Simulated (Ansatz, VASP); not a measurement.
## AlN in VASP and in Ansatz

```
Al N
1.0
     3.14780    0.00000    0.00000
    -1.57390    2.72607    0.00000
     0.00000    0.00000    4.56450
Al N
2 2
Direct
  0.33333 0.66667 0.75000
  0.66667 0.33333 0.25000
  0.33333 0.66667 0.25000
  0.66667 0.33333 0.75000
```

Alike in both runs: task single point; functional PBE; k mesh 9 × 9 × 6; occupations gaussian, width 0.05 eV; no spin polarisation.

```csv
,VASP,Ansatz
version,VASP 6.6.1,Ansatz 0.2.0
potentials or method,"VASP PAW PBE potentials, release 64 (Al, N)","scalar-relativistic, plane waves, PAW"
plane-wave cutoff (eV),520,520
valence electrons in the cell,16,16
```

VASP gave:

| Property | Result |
| --- | --- |
| gap on the k mesh at the Fermi level (eV) | 3.16 |
| least direct gap on the mesh (eV) | 3.16 |
| pressure (GPa) | 13.8 |
| largest component of the traceless stress (GPa) | 18.19 |

Task: What did Ansatz give for the same quantities?

Result: gap on the k mesh at the Fermi level (eV): 3.15; least direct gap on the mesh (eV): 3.15; pressure (GPa): 14.0; largest component of the traceless stress (GPa): 18.24.

With one functional, cell and mesh, what is left measures potentials, basis and numerics.

Expect the measured gap to be larger: semilocal functionals such as PBE lack the derivative discontinuity.
